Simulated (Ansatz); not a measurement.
SiGe:

```
Ge Si
1.0
     3.90445    0.00000    0.00000
    -1.95223    3.38135    0.00000
     0.00000    0.00000    6.45078
Ge Si
2 2
Direct
  0.33333 0.66667 0.00039
  0.66667 0.33333 0.50039
  0.33333 0.66667 0.37461
  0.66667 0.33333 0.87461
```

The cell comes from a database or a generator and needn't be the stable form of this composition.

Base run:

| Quantity | Value |
| --- | --- |
| Program | Ansatz 0.2.0 |
| Functional | HSE06 |
| Potentials or basis | Ansatz PAW |
| Cutoff | 420 eV (not typed: the program's choice for these potentials) |
| k mesh | 6 × 6 × 4 |
| Occupations | fermi-dirac, width 0.05 eV |
| Spin | no spin polarisation |

Its results: band gap on the k mesh 0.98 eV, indirect (least direct gap 1.10 eV); pressure 0.3 GPa; largest force 0.004 eV/Å.

Task: The run is repeated on the same cell with these changes: functional from HSE06 to PBE0. What comes out?

Result: Band gap on the k mesh 1.62 eV, indirect (least direct gap 1.73 eV); pressure 0.1 GPa; largest force 0.007 eV/Å.

Caveats: the PAW data sets come from PBE, with cores solved anew for the run's functional, which leaves a small shift of forces and pressure; the thresholds are loose for stress.
